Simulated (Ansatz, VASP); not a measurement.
Given: the input of a run of VASP 6.6.1 on MgO.

POSCAR

```
MgO
1.0
    0.0000000000      2.0970013927      2.0970013927
    2.0970013927      0.0000000000      2.0970013927
    2.0970013927      2.0970013927      0.0000000000
Mg O
1 1
Direct
    0.0000000000      0.0000000000      0.0000000000
    0.5000000000      0.5000000000      0.5000000000
```

INCAR.step1

```
SYSTEM = MgO
PREC = Accurate
ENCUT = 520
EDIFF = 1E-5
ISMEAR = -1
SIGMA = 0.05
LREAL = .FALSE.
LASPH = .TRUE.
NELM = 60
ALGO = Normal
ISIF = 2
LWAVE = .TRUE.
LCHARG = .FALSE.
GGA = PE
```

The input INCAR.step2:

```
SYSTEM = MgO
PREC = Accurate
ENCUT = 520
EDIFF = 1E-6
ISMEAR = -1
SIGMA = 0.05
LREAL = .FALSE.
LASPH = .TRUE.
NELM = 60
ALGO = Normal
ISIF = 2
LWAVE = .FALSE.
LCHARG = .FALSE.
GGA = PE
LHFCALC = .TRUE.
HFSCREEN = 0.3
PRECFOCK = Normal
ISTART = 1
```

KPOINTS

```
regular mesh
0
G
  6 6 6
  0 0 0
```

Contents of KPOINTS_OPT:

```
path GXWKGLUWLK,UX
10
line-mode
reciprocal
 0.0000000000  0.0000000000  0.0000000000  G
 0.5000000000  0.0000000000  0.5000000000  X

 0.5000000000  0.0000000000  0.5000000000  X
 0.5000000000  0.2500000000  0.7500000000  W

 0.5000000000  0.2500000000  0.7500000000  W
 0.3750000000  0.3750000000  0.7500000000  K

 0.3750000000  0.3750000000  0.7500000000  K
 0.0000000000  0.0000000000  0.0000000000  G

 0.0000000000  0.0000000000  0.0000000000  G
 0.5000000000  0.5000000000  0.5000000000  L

 0.5000000000  0.5000000000  0.5000000000  L
 0.6250000000  0.2500000000  0.6250000000  U

 0.6250000000  0.2500000000  0.6250000000  U
 0.5000000000  0.2500000000  0.7500000000  W

 0.5000000000  0.2500000000  0.7500000000  W
 0.5000000000  0.5000000000  0.5000000000  L

 0.5000000000  0.5000000000  0.5000000000  L
 0.3750000000  0.3750000000  0.7500000000  K

 0.6250000000  0.2500000000  0.6250000000  U
 0.5000000000  0.0000000000  0.5000000000  X
```

Potentials or basis: VASP PAW PBE potentials, release 64 (Mg, O).

Command:

```sh
$ cat potpaw_PBE.64/Mg/POTCAR potpaw_PBE.64/O/POTCAR > POTCAR
$ cp INCAR.step1 INCAR
$ mpirun -np 1 vasp_std > vasp.out
$ cp INCAR.step2 INCAR
$ mpirun -np 1 vasp_std > vasp.out
```

Task: Translate it to Ansatz 0.2.0. Potentials there: Ansatz PAW.

Result: As run (the cutoff follows the program's own potentials):

File input.yaml:

```yaml
crystal:
  lattice:
    - [0.0, 2.0970013927, 2.0970013927]
    - [2.0970013927, 0.0, 2.0970013927]
    - [2.0970013927, 2.0970013927, 0.0]
  atoms:
    - { symbol: Mg, position: [0.0, 0.0, 0.0] }
    - { symbol: O, position: [0.5, 0.5, 0.5] }
hamiltonian:
  xc: { exchange: pbe, correlation: pbe, exx: { coeff: 0.25, omega: 0.3 } }
  pseudopotentials: { kind: paw }
kpoints:
  mp_grid: { grid: [6, 6, 6] }
  band_path:
    path:
      - [[0.0, 0.0, 0.0], [0.5, 0.0, 0.5], [0.5, 0.25, 0.75], [0.375, 0.375, 0.75], [0.0, 0.0, 0.0], [0.5, 0.5, 0.5], [0.625, 0.25, 0.625], [0.5, 0.25, 0.75], [0.5, 0.5, 0.5], [0.375, 0.375, 0.75]]
      - [[0.625, 0.25, 0.625], [0.5, 0.0, 0.5]]
    npoints: 4
scf:
  occupations: { method: fermi_dirac, width: 0.05 }
  n_extra_bands: 6
output:
  forces: true
  stress: true
  eigenvalues: true
  fatbands: false
```

Potentials or basis: Ansatz PAW.

Run with:

```console
$ ansatz run input.yaml --threads 2 --pin off --max-ram 5632MiB --backend cpu --events-out ev --progress --plain --runs-dir out
```

Both were run:

|  | VASP | Ansatz | Ansatz less VASP |
| --- | --- | --- | --- |
| gap on the k mesh at the Fermi level (eV) | 6.33 | 6.37 | +0.045 |
| least direct gap on the mesh (eV) | 6.33 | 6.37 | +0.045 |
| gap along the band path (eV) | 6.33 | 6.37 | +0.046 |
| pressure (GPa) | 0.8 | 1.1 | +0.27 |

With one functional, cell and mesh, what is left measures potentials, basis and numerics. The two sets of potentials don't hold the same shells in valence.

Caveats: the k mesh is coarse (spacing up to 0.43 Å⁻¹), so the values aren't converged, least of all with exact exchange; the PAW data sets were made with another functional, which shifts forces and pressure a little (VASP); the pressure holds a Pulay correction of +0.4 GPa for the finite cutoff (Ansatz); the PAW data sets come from PBE, with cores solved anew for the run's functional, which leaves a small shift of forces and pressure (Ansatz); the thresholds are loose for stress (Ansatz).
